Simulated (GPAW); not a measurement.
## Si/Cu(100) in an electric field

How does Si/Cu(100) screen a perpendicular field?

Main program and level: GPAW 26.7.0; GPAW, PAW setups; slab in vacuum, relaxation, in the first sound run; inputs show where later runs differ.

## Step 1: The structure

The cell holds 5 atoms: 4 Cu and 1 Si. Cell: a = 2.553 Å, b = 2.553 Å, c = 21.218 Å, α = 90.0°, β = 90.0°, γ = 90.0°. Vacuum lies along c.

## Step 2: Relaxation

The atoms are relaxed first, since the surface dipole, and with it the work function, follows the positions of the outer layers. The lowest 2 atoms are held at bulk positions and keep their forces.

Contents of run.py:

```python
import json
import numpy as np
from ase import Atoms
from ase.constraints import FixAtoms
from ase.optimize import BFGS
from gpaw import GPAW, PW

slab = Atoms(
    ['Cu', 'Cu', 'Cu', 'Cu', 'Si'],
    positions=[
        [1.27633, 1.27633, 7.00000],
        [0.00000, 0.00000, 8.80500],
        [1.27633, 1.27633, 10.61000],
        [0.00000, 0.00000, 12.41500],
        [1.27633, 1.27633, 14.21837]],
    cell=[[2.55266, 0.0, 0.0], [0.0, 2.55266, 0.0], [0.0, 0.0, 21.21837]],
    pbc=[True, True, False])

slab.calc = GPAW(mode=PW(400), xc='PBE', kpts={'size': (12, 12, 1), 'gamma': True},
                 occupations={'name': 'fermi-dirac', 'width': 0.1}, nbands='200%',
                 convergence={'density': 1e-05}, maxiter=200,
                 poissonsolver={'dipolelayer': 'xy'},
                 symmetry={'tolerance': 1e-3, 'extra_ids': [1, 1, 0, 0, 0]}, txt='slab.txt')
result = {}
slab.set_constraint(FixAtoms([0, 1]))
path = []
opt = BFGS(slab, maxstep=0.2)
opt.attach(lambda: path.append((slab.get_potential_energy(), slab.positions.tolist(), slab.get_forces().tolist())))
result['relaxed'] = bool(opt.run(fmax=0.03, steps=40))
result['path'] = path
energy = slab.get_potential_energy()
fermi = slab.calc.get_fermi_level()
v = slab.calc.get_electrostatic_potential().mean((0, 1)) - fermi
n = slab.calc.get_pseudo_density().mean((0, 1))
L = slab.cell[2, 2]
z = np.arange(len(v)) * L / len(v)
low, high = slab.positions[:, 2].min(), slab.positions[:, 2].max()
below, above = np.interp([low - 4.8, high + 4.8], z, v)
slopes = [np.interp(x, z, np.gradient(v, z)) for x in (low - 4.8, high + 4.8)]
eps = np.array([[slab.calc.get_eigenvalues(k, s) for k in range(len(slab.calc.get_ibz_k_points()))]
                for s in range(slab.calc.get_number_of_spins())]) - fermi
top, bottom = eps[eps < 0].max(), eps[eps > 0].min()
dipole = slab.get_dipole_moment()[2]
print(f'energy {energy:.4f} eV, Fermi level {fermi:.4f} eV, dipole {dipole:.5f} e A')
print(f'potential 4.8 A off the faces, from the Fermi level: lower {below:.4f} eV, upper {above:.4f} eV')
print(f'slope of the potential there: lower {slopes[0]:.5f}, upper {slopes[1]:.5f} eV/A')
print(f'nearest levels on the mesh: {top:.4f} and {bottom:.4f} eV')
print('magnetic moment', round(slab.get_magnetic_moment(), 3))
result.update(energy=energy, fermi=fermi, dipole=dipole, below=below, above=above, slopes=slopes, edges=[top, bottom],
              z=z.tolist(), v=v.tolist(), n=n.tolist(), positions=slab.positions.tolist(),
              forces=slab.get_forces(apply_constraint=False).tolist(), moments=slab.get_magnetic_moments().tolist())
json.dump(result, open('result.json', 'w'))
```

The run is started by

```sh
OMP_NUM_THREADS=1 OPENBLAS_NUM_THREADS=1 python run.py
```

Log:

```text
Step          Energy          fmax
BFGS:    0      -18.500881        0.427005
BFGS:    1      -18.503933        0.395837
BFGS:    2      -18.520730        0.145348
BFGS:    3      -18.521315        0.153282
BFGS:    4      -18.523564        0.156631
BFGS:    5      -18.526471        0.185184
BFGS:    6      -18.531204        0.208145
BFGS:    7      -18.534304        0.172681
BFGS:    8      -18.535449        0.118166
BFGS:    9      -18.535905        0.076339
BFGS:   10      -18.536267        0.050690
BFGS:   11      -18.536480        0.023857
energy -18.5045 eV, Fermi level 1.1528 eV, dipole -0.00952 e A
potential 4.8 A off the faces, from the Fermi level: lower 4.5470 eV, upper 4.8149 eV
slope of the potential there: lower -0.00064, upper 0.00045 eV/A
nearest levels on the mesh: -0.0598 and 0.0102 eV
magnetic moment 0.0
```

The job ended after 12 min (1 thread of Arm Neoverse V2, shared host; peak memory 0.22 GiB).

Step by step:

```
step  energy less that of the first step (eV)  largest force (eV/Å)
   1                                   0.0000                0.4270
   2                                  -0.0031                0.3958
   3                                  -0.0200                0.1453
   4                                  -0.0206                0.1533
   5                                  -0.0227                0.1566
   6                                  -0.0254                0.1852
   7                                  -0.0296                0.2081
   8                                  -0.0323                0.1727
   9                                  -0.0333                0.1182
  10                                  -0.0338                0.0763
  11                                  -0.0342                0.0507
  12                                  -0.0344                0.0239
```

The atoms that moved most (Å):

```
atom     dx     dy     dz  length
 Si5  0.000  0.000  0.203   0.203
 Cu4  0.000  0.000  0.106   0.106
 Cu3  0.000  0.000  0.035   0.035
```

Final coordinates:

```xyz
5
Lattice="2.5527 0.0000 0.0000 0.0000 2.5527 0.0000 0.0000 0.0000 21.2184" Properties=species:S:1:pos:R:3
Cu    1.2763    1.2763    7.0000
Cu    0.0000    0.0000    8.8050
Cu    1.2763    1.2763   10.6448
Cu    0.0000    0.0000   12.5213
Si    1.2763    1.2763   14.4215
```

Numbers from this step:

| Item | Value |
| --- | --- |
| dipole along the normal | -0.009519 e·Å |
| levels nearest the Fermi level on the mesh | -0.05980, 0.01018 eV from the Fermi level |
| upper work function | 4.815 eV |
| lower work function | 4.547 eV |

The electrostatic potential energy of an electron (without an applied field's), less the Fermi level, planar mean oscillates, so the rows of the table below give means over windows of 1.84 Å about each position, cut where the curve ends. Its maxima inside the range that stand out by 2 % of the span (Å: eV): 7.9: -1.53, 9.7: -1.29, 11.6: -1.05, 13.4: -2.48. Its minima: 7.0: -15.7, 8.8: -16.0, 10.6: -15.9, 12.6: -16.3, 14.4: -20.1.

The electrostatic potential energy of an electron (without an applied field's), less the Fermi level, planar mean by z; means over each step:

```
z (Å)  electrostatic potential energy of an electron (without an applied field's), less the Fermi level, planar mean (eV)
 0.92                                                                                                                4.56
 2.76                                                                                                                4.55
 4.60                                                                                                                4.38
 6.44                                                                                                               -5.34
 8.28                                                                                                               -8.04
10.12                                                                                                               -7.80
11.96                                                                                                               -7.75
13.80                                                                                                               -10.1
15.64                                                                                                              0.0766
17.48                                                                                                                4.78
19.32                                                                                                                4.81
```

The pseudo valence density, planar mean by z:

z (Å), pseudo valence density, planar mean (e/Å³) and a bar:
```
      3.5       0.00 
      4.0       0.00 
      4.5       0.00 
      5.0       0.01 
      5.5       0.03 
      6.0       0.11 ##
      6.5       0.52 ########
      7.0       1.97 ##############################
      7.5       0.63 #########
      8.0       0.32 #####
      8.5       1.16 ##################
      9.0       1.57 ########################
      9.5       0.36 #####
     10.0       0.41 ######
     10.5       1.73 ##########################
     11.0       0.98 ###############
     11.5       0.29 ####
     12.0       0.58 #########
     12.5       1.99 ##############################
     13.0       0.62 #########
     13.5       0.30 ####
     14.0       0.31 #####
     14.5       0.27 ####
     15.0       0.27 ####
     15.5       0.12 ##
     16.0       0.04 #
     16.5       0.01 
     17.0       0.00 
     17.5       0.00 
     18.0       0.00
```

The relaxation lowered the energy of the cell by 0.0344 eV (energies extrapolated to zero smearing; the optimiser's log prints free energies). The largest force left on a free atom is 0.024 eV/Å.

## Step 3: The slab's potential

With the geometry fixed, the planar mean of the potential gives the vacuum level on each side.

This step: GPAW, PAW setups; slab in vacuum (GPAW 26.7.0).

Changes to run.py since step 2:

```diff
@@ -3,4 +3,2 @@
 from ase import Atoms
-from ase.constraints import FixAtoms
-from ase.optimize import BFGS
 from gpaw import GPAW, PW
@@ -12,5 +10,5 @@
         [0.00000, 0.00000, 8.80500],
-        [1.27633, 1.27633, 10.61000],
-        [0.00000, 0.00000, 12.41500],
-        [1.27633, 1.27633, 14.21837]],
+        [1.27633, 1.27633, 10.64478],
+        [0.00000, 0.00000, 12.52131],
+        [1.27633, 1.27633, 14.42154]],
     cell=[[2.55266, 0.0, 0.0], [0.0, 2.55266, 0.0], [0.0, 0.0, 21.21837]],
@@ -22,10 +20,4 @@
                  poissonsolver={'dipolelayer': 'xy'},
-                 symmetry={'tolerance': 1e-3, 'extra_ids': [1, 1, 0, 0, 0]}, txt='slab.txt')
+                 symmetry={'tolerance': 1e-3}, txt='slab.txt')
 result = {}
-slab.set_constraint(FixAtoms([0, 1]))
-path = []
-opt = BFGS(slab, maxstep=0.2)
-opt.attach(lambda: path.append((slab.get_potential_energy(), slab.positions.tolist(), slab.get_forces().tolist())))
-result['relaxed'] = bool(opt.run(fmax=0.03, steps=40))
-result['path'] = path
 energy = slab.get_potential_energy()
```

Log:

```text
energy -18.5045 eV, Fermi level 1.1528 eV, dipole -0.00970 e A
potential 4.8 A off the faces, from the Fermi level: lower 4.5470 eV, upper 4.8148 eV
slope of the potential there: lower -0.00056, upper 0.00037 eV/A
nearest levels on the mesh: -0.0598 and 0.0102 eV
magnetic moment 0.0
```

It took 1.8 min on 1 thread; peak memory 0.22 GiB.

This step gave:

* dipole along the normal: -0.009695 e·Å
* levels nearest the Fermi level on the mesh: -0.05977, 0.01020 eV from the Fermi level

Table of electrostatic potential energy of an electron (without an applied field's), less the Fermi level, planar mean by z:

z (Å), electrostatic potential energy of an electron (without an applied field's), less the Fermi level, planar mean (eV) and a bar from the least value:
```
      0.0        4.7 ##############################
      0.5        4.5 ##############################
      1.0        4.5 ##############################
      1.5        4.5 ##############################
      2.0        4.5 ##############################
      2.5        4.5 ##############################
      3.0        4.5 ##############################
      3.5        4.5 ##############################
      4.0        4.5 ##############################
      4.5        4.5 ##############################
      5.0        4.3 #############################
      5.5        3.8 #############################
      6.0        1.7 ##########################
      6.5       -5.6 #################
      7.0      -15.7 #####
      7.5       -6.0 #################
      8.0       -1.9 ######################
      8.5      -11.1 ##########
      9.0      -13.8 #######
      9.5       -2.7 #####################
     10.0       -3.4 ####################
     10.5      -14.7 ######
     11.0       -9.6 ############
     11.5       -1.3 #######################
     12.0       -5.7 #################
     12.5      -16.1 ####
     13.0       -7.1 ###############
     13.5       -2.8 #####################
     14.0      -11.7 ##########
     14.5      -19.6 
     15.0       -6.6 ################
     15.5        1.6 ##########################
     16.0        4.0 #############################
     16.5        4.6 ##############################
     17.0        4.8 ##############################
     17.5        4.8 ##############################
     18.0        4.8 ##############################
     18.5        4.8 ##############################
     19.0        4.8 ##############################
     19.5        4.8 ##############################
     20.0        4.8 ##############################
     20.5        4.8 ##############################
     21.0        4.8 ##############################
```

The pseudo valence density, planar mean oscillates, so the rows of the table below give means over windows of 1.95 Å about each position, cut where the curve ends. Its maxima inside the range that stand out by 2 % of the span (Å: e/Å³): 6.9: 2.04, 8.9: 2.04, 10.6: 2.10, 12.6: 2.10. Its minima: 8.0: 0.316, 9.7: 0.291, 11.7: 0.289.

The pseudo valence density, planar mean by z; means over each step:

```
z (Å)  pseudo valence density, planar mean (e/Å³)
 2.92                                      9.5e-5
 4.87                                      0.0141
 6.82                                       0.836
 8.77                                       0.885
10.72                                       0.880
12.67                                       0.885
14.62                                       0.258
16.57                                      0.0195
18.52                                      8.5e-5
```

Force by atom:

```
atom  x (eV/Å)  y (eV/Å)  z (eV/Å)    size
 Cu1    0.0000    0.0000    0.0556  0.0556
 Cu2    0.0000    0.0000   -0.0597  0.0597
 Cu3    0.0000    0.0000   -0.0007  0.0007
 Cu4    0.0000    0.0000   -0.0180  0.0180
 Si5    0.0000    0.0000    0.0228  0.0228
```

The potential is flat to 5.6e-4 eV/Å where it is read, so the vacuum is wide enough.

## Step 4: In a field

A uniform field along the normal polarises the slab; the atoms stay fixed, so this is the electronic response alone.

Changes to run.py since step 3:

```diff
@@ -4,2 +4,3 @@
 from gpaw import GPAW, PW
+from gpaw.external import ConstantElectricField
 
@@ -20,2 +21,3 @@
                  poissonsolver={'dipolelayer': 'xy'},
+                 external=ConstantElectricField(-0.2, [0, 0, 1]),
                  symmetry={'tolerance': 1e-3}, txt='slab.txt')
```

Log:

```text
energy -18.5141 eV, Fermi level 1.1432 eV, dipole -0.08459 e A
potential 4.8 A off the faces, from the Fermi level: lower 3.5256 eV, upper 5.8747 eV
slope of the potential there: lower -0.00045, upper 0.00054 eV/A
nearest levels on the mesh: -0.0573 and 0.0160 eV
magnetic moment 0.0
```

The job ended after 4.2 min (1 thread; peak memory 0.37 GiB).

Numbers from this step:

```
dipole along the normal                                         : -0.08459 e·Å
levels nearest the Fermi level on the mesh                      : -0.05726, 0.01599 eV from the Fermi level
potential below the slab, the applied field's own ramp left out : 3.526 eV from the Fermi level
potential above the slab, the applied field's own ramp left out : 5.875 eV from the Fermi level
```

Table of electrostatic potential energy of an electron (without an applied field's), less the Fermi level, planar mean by z:

```
z (Å)  electrostatic potential energy of an electron (without an applied field's), less the Fermi level, planar mean (eV)
  0.0                                                                                                                4.70
  0.5                                                                                                                3.53
  1.0                                                                                                                3.53
  1.5                                                                                                                3.53
  2.0                                                                                                                3.53
  2.5                                                                                                                3.53
  3.0                                                                                                                3.52
  3.5                                                                                                                3.52
  4.0                                                                                                                3.51
  4.5                                                                                                                3.47
  5.0                                                                                                                3.33
  5.5                                                                                                                2.80
  6.0                                                                                                               0.823
  6.5                                                                                                               -6.40
  7.0                                                                                                               -16.4
  7.5                                                                                                               -6.60
  8.0                                                                                                               -2.38
  8.5                                                                                                               -11.5
  9.0                                                                                                               -14.1
  9.5                                                                                                               -2.92
 10.0                                                                                                               -3.48
 10.5                                                                                                               -14.7
 11.0                                                                                                               -9.57
 11.5                                                                                                               -1.08
 12.0                                                                                                               -5.42
 12.5                                                                                                               -15.7
 13.0                                                                                                               -6.65
 13.5                                                                                                               -2.21
 14.0                                                                                                               -11.0
 14.5                                                                                                               -18.8
 15.0                                                                                                               -5.70
 15.5                                                                                                                2.53
 16.0                                                                                                                5.01
 16.5                                                                                                                5.66
 17.0                                                                                                                5.82
 17.5                                                                                                                5.86
 18.0                                                                                                                5.87
 18.5                                                                                                                5.87
 19.0                                                                                                                5.87
 19.5                                                                                                                5.87
 20.0                                                                                                                5.87
 20.5                                                                                                                5.87
 21.0                                                                                                                5.42
```

Force by atom:

```
atom  x (eV/Å)  y (eV/Å)  z (eV/Å)    size
 Cu1    0.0000    0.0000    0.0569  0.0569
 Cu2    0.0000    0.0000   -0.0628  0.0628
 Cu3    0.0000    0.0000    0.0010  0.0010
 Cu4    0.0000    0.0000   -0.0114  0.0114
 Si5    0.0000    0.0000    0.0181  0.0181
```

The dipole is now -0.0846 e Å, against -0.0097 in the run without a field.

[end of part 1 of 2]

[Logs are printed without paths, hosts, clocks, repeated set-up lines and the standing remarks that a program may print on its own settings, such as how far it seeks lower states.]

[Hosts, paths, dates, database ids (printed as entryN), source tags and the programs' standing remarks are cut or masked in the printed files.]
